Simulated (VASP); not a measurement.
# Bi (R-3m) in VASP: further runs

One crystal, Bi, is run at these levels: rev-vdW-DF2, PBE+D3(BJ); tasks: relaxation of cell and atoms.

Everything below comes from runs of VASP 6.6.1. Logs are shortened: lines on timing, memory, paths and dates and some standing lists are left out, and cuts for length are marked.

## (1) Starting point

It takes space group R-3m (No. 166, trigonal). The conventional cell has a = 4.535 Å, b = 4.535 Å, c = 11.814 Å, α = 90.00°, β = 90.00°, γ = 120.00°. Bi (site symmetry 3m) has 6 Bi at 3.06 to 3.52 Å as nearest neighbours.

## (2) Relaxation of cell and atoms, rev-vdW-DF2

File INCAR:

```
SYSTEM = Bi
AGGAC    = 0.0          
ALGO     = Normal         ! electronic algorithm
EDIFF    = 1E-6           ! SCF threshold, eV
EDIFFG   = -0.01          ! ionic threshold
ENCUT    = 600            ! plane-wave cutoff, eV
GGA      = MK             ! functional
IBRION   = 2              ! ionic algorithm
ISIF     = 3              ! what is computed and relaxed
ISMEAR   = 1              ! smearing method
LASPH    = .True.         ! aspherical terms in the spheres
LCHARG   = .False.        ! write CHGCAR
LREAL    = .False.        ! projectors in reciprocal space
LUSE_VDW = .True.       
LWAVE    = .False.        ! write WAVECAR
NELM     = 80             ! most SCF steps
NSW      = 90             ! ionic steps
PARAM1   = 0.1234       
PARAM2   = 0.711357     
PREC     = Accurate       ! precision mode
SIGMA    = 0.1            ! smearing width, eV
ZAB_VDW  = -1.8867
```

File KPOINTS:

```
k-points
0
Gamma
  12 12 10
  0 0 0
```

File POSCAR:

```
Bi
1.0
    2.2675000000      1.3091417400      3.9380000000
   -2.2675000000      1.3091417400      3.9380000000
    0.0000000000     -2.6182834700      3.9380000000
Bi
2
Direct
    0.2340000000      0.2340000000      0.2340000000
    0.7660000000      0.7660000000      0.7660000000
```

Potentials or basis: VASP PAW PBE potentials, release 64 (Bi_d).

Launch:

```
$ cat potpaw_PBE.64/Bi_d/POTCAR > POTCAR
$ mpirun -np 1 vasp_std > vasp.out
```

OUTCAR:

```text
SYSTEM = Bi
   EDIFF = 1E-6
   EDIFFG = -0.01
   ENCUT = 600
   GGA = MK
   IBRION = 2
   ISIF = 3
   ISMEAR = 1
   LASPH = .True.
   LREAL = .False.
   NELM = 80
   NSW = 90
   PREC = Accurate

 ion  position               nearest neighbor table
   1  0.234  0.234  0.234-   2 3.06   2 3.06   2 3.06   2 3.52   2 3.52   2 3.52
   2  0.766  0.766  0.766-   1 3.06   1 3.06   1 3.06   1 3.52   1 3.52   1 3.52

  LATTYP: Found a trigonal (rhomboedric) cell.
 ALAT       =     4.7289800534
 COS(alpha) =     0.5401781297

  Lattice vectors:

 A1 = (   2.2675000000,   1.3091417400,   3.9380000000)
 A2 = (  -2.2675000000,   1.3091417400,   3.9380000000)
 A3 = (   0.0000000000,  -2.6182834700,   3.9380000000)

Analysis of symmetry for initial positions (statically):
=====================================================================
 Subroutine PRICEL returns:
 Original cell was already a primitive cell.

 Routine SETGRP: Setting up the symmetry group for a
 trigonal (rhombohedral) supercell.

 Subroutine GETGRP returns: Found 12 space group operations
 (whereof 12 operations were pure point group operations)
 out of a pool of 12 trial point group operations.

The static configuration has the point symmetry D_3d.

Analysis of symmetry for dynamics (positions and initial velocities):
=====================================================================
 Subroutine PRICEL returns:
 Original cell was already a primitive cell.

 Routine SETGRP: Setting up the symmetry group for a
 trigonal (rhombohedral) supercell.

 Subroutine GETGRP returns: Found 12 space group operations
 (whereof 12 operations were pure point group operations)
 out of a pool of 12 trial point group operations.

The dynamic configuration has the point symmetry D_3d.

 Subroutine INISYM returns: Found 12 space group operations
 (whereof 12 operations are pure point group operations),
 and found     1 'primitive' translations

----------------------------------------------------------------------------------------

                                     Primitive cell

  volume of cell :      70.1392

  direct lattice vectors                    reciprocal lattice vectors
     2.267500000  1.309141740  3.938000000     0.220507166  0.127309872  0.084645336
[... 125 lines left out ...]
   IALGO  =     38    algorithm
   IMIX   =      4    mixing-type and parameters
     AMIX     =   0.40;   BMIX     =  1.00
     AMIX_MAG =   1.60;   BMIX_MAG =  1.00
  volume/ion in A,a.u.               =      35.07       236.66
  Fermi-wavevector in a.u.,A,eV,Ry     =   1.233469  2.330919 20.700530  1.521446
  Thomas-Fermi vector in A             =   2.368198
   LORBIT       =      0    0 simple, 1 ext, 2 COOP (PROOUT), +10 PAW based schemes
   GGA     = MK    functional components
   LHFCALC =     F    Hartree Fock is set to
   AEXX    =    0.0000 exact exchange contribution
   IVDW_NL    =     1    kernel type
   BPARAM     = 6.3000
   IVDW    =     0    specifies the selected vdW correction
   LEPSILON=     F    determine dielectric tensor
   LRPA    =     F    only Hartree local field effects (RPA)
 conjugate gradient relaxation of ions
 non-spin polarized calculation
 Methfessel and Paxton  Order N= 1 SIGMA  =   0.10
  energy-cutoff  :      600.00
  volume of cell :       70.14
 maximum number of plane-waves:      2367
 NGX is ok and might be reduce to    40
   NGX = 19   NGY = 19   NGZ = 19

--------------------------------------- Ionic step        1  -------------------------------------------

 number of electron      30.0000001 magnetization

 Free energy of the ion-electron system (eV)
  ---------------------------------------------------
  ext. energy  EPLUGINS =         0.00000000
  ---------------------------------------------------
  free energy    TOTEN  =        -1.88140370 eV

  energy without entropy =       -1.88136159  energy(sigma->0) =       -1.88138966

------------------------ aborting loop because EDIFF is reached ----------------------------------------

  FORCE on cell =-STRESS in cart. coord.  units (eV):
  Direction    XX          YY          ZZ          XY          YZ          ZX
  --------------------------------------------------------------------------------------
  -------------------------------------------------------------------------------------
  Total        0.5307005      0.5307005      0.5872918      0.0000000      0.0000000      0.0000000
  in kB       12.1226950     12.1226951     13.4153989      0.0000000      0.0000000      0.0000000
  external PRESSURE =      12.5535963 kB  Pullay stress =       0.0000000 kB
[... 97 lines left out ...]
  energy  without entropy=       -1.8894756676  energy(sigma->0) =       -1.88947775

Total vdW correction in eV:      4.8562093

[... ionic steps 4 to 11 ...]

--------------------------------------- Ionic step       12  -------------------------------------------

 number of electron      30.0000003 magnetization

------------------------ aborting loop because EDIFF is reached ----------------------------------------
[... 71 lines left out ...]
--------------------------------------- Ionic step       14  -------------------------------------------

 number of electron      30.0000003 magnetization

 Free energy of the ion-electron system (eV)
  ---------------------------------------------------
  ext. energy  EPLUGINS =         0.00000000
  ---------------------------------------------------
  free energy    TOTEN  =        -1.89020577 eV

  energy without entropy =       -1.89017470  energy(sigma->0) =       -1.89019541

 E-fermi :   6.0354     XC(G=0):  -9.5062

 val. band max:        6.0283038050   @ k =   0.0833   0.0833   0.4000
 cond. band min:       6.0804718011   @ k =   0.4167   0.0000   0.0000
 fundamental gap:      0.0521679961
 Fermi energy:         6.0354314791

 k-point     1 :       0.0000    0.0000    0.0000
  band No.  band energies     occupation
      1     -16.8156      2.00000
      2     -16.8156      2.00000
      3     -16.6706      2.00000
      4     -16.6706      2.00000
      5     -16.6596      2.00000
      6     -16.4981      2.00000
[... 505 lines left out ...]
      6     -16.5766      2.00000
[... 11 lines left out ...]
     18       9.1915      0.00000
     19      12.8088      0.00000

 [... further k-points ...]

------------------------ aborting loop because EDIFF is reached ----------------------------------------

  FORCE on cell =-STRESS in cart. coord.  units (eV):
  Direction    XX          YY          ZZ          XY          YZ          ZX
  --------------------------------------------------------------------------------------
  -------------------------------------------------------------------------------------
  Total        0.0087522      0.0087522     -0.0183968      0.0000000     -0.0000000      0.0000000
  in kB        0.1959109      0.1959109     -0.4117963      0.0000000     -0.0000000      0.0000000
  external PRESSURE =      -0.0066582 kB  Pullay stress =       0.0000000 kB
[... 21 lines left out ...]
  energy  without entropy=       -1.8901747037  energy(sigma->0) =       -1.89019541

Total vdW correction in eV:      4.8504292

 reached required accuracy - stopping structural energy minimisation
```

OSZICAR:

```text
N       E                     dE             d eps       ncg     rms          rms(c)
DAV:   1     0.312647408135E+03    0.31265E+03   -0.17954E+04 14858   0.209E+03
DAV:   2     0.232560316967E+02   -0.28939E+03   -0.28494E+03 14896   0.482E+02
DAV:   3    -0.971058263531E+00   -0.24227E+02   -0.23798E+02 17259   0.160E+02
DAV:   4    -0.184122254122E+01   -0.87016E+00   -0.86667E+00 16366   0.323E+01
[... 100 lines left out ...]
DAV:   2    -0.189044403343E+01    0.12738E-02   -0.24805E-03 16034   0.806E-01    0.821E-02
DAV:   3    -0.189020841021E+01    0.23562E-03   -0.10864E-03 18610   0.490E-01    0.921E-03
DAV:   4    -0.189020721360E+01    0.11966E-05   -0.23817E-05 14960   0.514E-02    0.448E-03
DAV:   5    -0.189020616868E+01    0.10449E-05   -0.66552E-06 15677   0.268E-02    0.330E-03
DAV:   6    -0.189020576960E+01    0.39908E-06   -0.64250E-07  7453   0.138E-02
  14 F= -.18902058E+01 E0= -.18901954E+01  d E =-.258072E-04
```

Wall time 47 min (1 thread of Intel Xeon 6975P-C (Granite Rapids), shared host); peak memory 0.99 GiB.

What came out:

```yaml
Free_energy: -1.8902 eV
Relaxed_volume: 35.79 Å³/atom
Relaxed_cell: a = 4.773 Å, b = 4.773 Å, c = 4.773 Å, α = 56.99°, β = 56.99°, γ = 56.99°
Space_group_after_relaxing_to_0.05_Å: R-3m (No. 166)
Energy_gained_by_relaxing: 4.4 meV/atom
Ionic_steps: 14
Pressure_after_relaxing: 0.0 GPa
Largest_force_after_relaxing: 0.009 eV/Å
Band_gap_on_the_k_mesh: none (metal or under the smearing width)
```

Forces on the atoms (eV/Å):
```
Bi   0.000  0.000  0.009
Bi   0.000  0.000 -0.009
```

Step by step:
```
step  energy change (eV)  largest force (eV/Å)  pressure (GPa)  volume (Å³)
   1              0.0000                0.2233            1.26        70.14
   2             -0.0052                0.0353           -0.81        72.97
   3             -0.0081                0.0594           -0.04        71.88
   4             -0.0081                0.0523           -0.05        71.93
   5             -0.0081                0.0498           -0.09        71.96
   6             -0.0085                0.0323           -0.11        71.86
   7             -0.0087                0.0152           -0.15        71.77
   8             -0.0087                0.0200           -0.05        71.58
   9             -0.0088                0.0015           -0.07        71.67
  10             -0.0088                0.0001           -0.05        71.68
  11             -0.0088                0.0091           -0.05        71.72
  12             -0.0088                0.0001           -0.09        71.69
  13             -0.0088                0.0149            0.11        71.43
  14             -0.0088                0.0087            0.00        71.58
```

Final structure:
```
Bi
1.0
     2.27743    1.31488    3.98371
    -2.27743    1.31488    3.98371
     0.00000   -2.62975    3.98371
Bi
2
Direct
  0.23520 0.23520 0.23520
  0.76480 0.76480 0.76480
```

Levels at points of the mesh, in eV from the Fermi level:
```
           k point  band 11  band 12  band 13  band 14  band 15  band 16  band 17  band 18  band 19
(0.00, 0.00, 0.00)   -13.00    -7.63    -1.53    -1.16    -1.16     2.53     2.89     2.89     5.60
(0.50, 0.00, 0.00)   -11.13   -10.54    -1.31    -1.09    -0.30    -0.24     0.43     0.93     7.50
(0.50, 0.50, 0.00)   -11.25    -9.51    -4.60    -3.00    -2.81     2.49     4.76     5.26     6.51
(0.50, 0.50, 0.50)   -11.78   -10.01    -0.85    -0.53    -0.53     0.66     0.66     0.67     7.04
```

Caveat: the PAW data sets were made with another functional, which shifts forces and pressure a little; spin-orbit coupling is left out, which moves the levels of the heavy elements. Zero-point motion and thermal expansion aren't in these numbers.

[end of part 1 of 2]
